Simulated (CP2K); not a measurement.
A run of CP2K 2026.2 is set up as follows.

Contents of as_scf.inp:

```
&GLOBAL
  PROJECT as_scf
  RUN_TYPE ENERGY_FORCE
  PRINT_LEVEL LOW
&END GLOBAL
&FORCE_EVAL
  METHOD QS
  STRESS_TENSOR ANALYTICAL
  &DFT
    BASIS_SET_FILE_NAME BASIS_MOLOPT_UZH
    POTENTIAL_FILE_NAME POTENTIAL_UZH
    &MGRID
      CUTOFF 450
      REL_CUTOFF 60
      NGRIDS 4
    &END MGRID
    &QS
      METHOD GPW
      EPS_DEFAULT 1.0E-10
    &END QS
    &KPOINTS
      SCHEME MONKHORST-PACK 9 9 9
      GAMMA_CENTERED T
      SYMMETRY T
      SYMMETRY_BACKEND SPGLIB
    &END KPOINTS
    &SCF
      SCF_GUESS ATOMIC
      EPS_SCF 1.0E-6
      MAX_SCF 100
      ADDED_MOS 10
      CHOLESKY OFF
      EPS_EIGVAL 1.0E-7
      &DIAGONALIZATION ON
        ALGORITHM STANDARD
      &END DIAGONALIZATION
      &MIXING ON
        METHOD BROYDEN_MIXING
        ALPHA 0.4
        BETA 1.5
        NBUFFER 8
      &END MIXING
      &SMEAR ON
        METHOD GAUSSIAN
        SIGMA [eV] 0.02
      &END SMEAR
    &END SCF
    &XC
      &XC_FUNCTIONAL
        &GGA_X_PBE_SOL
        &END GGA_X_PBE_SOL
        &GGA_C_PBE_SOL
        &END GGA_C_PBE_SOL
      &END XC_FUNCTIONAL
    &END XC
    &PRINT
      &KPOINTS ON
      &END KPOINTS
      &MULLIKEN ON
      &END MULLIKEN
      &MO ON
        ENERGIES T
        OCCUPATION_NUMBERS T
        &EACH
          QS_SCF 0
        &END EACH
        ADD_LAST NUMERIC
      &END MO
      &E_DENSITY_CUBE ON
        STRIDE 1
      &END E_DENSITY_CUBE
      &V_HARTREE_CUBE ON
        STRIDE 1
      &END V_HARTREE_CUBE
      &ELF_CUBE ON
        STRIDE 1
      &END ELF_CUBE
    &END PRINT
  &END DFT
  &SUBSYS
    &CELL
      A 4.1310000000 0.0000000000 0.0000000000
      B 2.4183895066 3.3491122995 0.0000000000
      C 2.4183895066 1.2366737439 3.1124252996
      PERIODIC XYZ
    &END CELL
    &COORD
      As  2.0267180570 1.0363876458 0.7034081177
      As  6.9410609562 3.5493983976 2.4090171819
    &END COORD
    &KIND As
      BASIS_SET TZVP-MOLOPT-PBE-GTH-q5
      POTENTIAL GTH-PBE-q5
    &END KIND
    &PRINT
      &ATOMIC_COORDINATES ON
      &END ATOMIC_COORDINATES
      &CELL ON
      &END CELL
      &SYMMETRY ON
      &END SYMMETRY
    &END PRINT
  &END SUBSYS
  &PRINT
    &FORCES ON
    &END FORCES
    &STRESS_TENSOR ON
    &END STRESS_TENSOR
  &END PRINT
&END FORCE_EVAL
```

Potentials or basis: POTENTIAL_UZH As GTH-PBE-q5; TZVP-MOLOPT-PBE-GTH basis.

Launch:

```console
$ OMP_NUM_THREADS=1 cp2k.psmp -i as_scf.inp -o as_scf.out
```

**Question.** What does it give for the largest force?

**Answer.** 0.642 eV/Å.

**Question.** Estimate the band gap on the k mesh.

**Answer.** None (metal or under the smearing width).

**Question.** Predict the pressure.

**Answer.** 2.7 GPa.

Forces on the atoms (eV/Å):
```
As   0.546  0.279  0.189
As  -0.546 -0.279 -0.189
```

Caveat: the potentials were made for another functional, which shifts forces and pressure; the basis of atomic orbitals isn't converged, which shifts pressures, moduli and gaps.
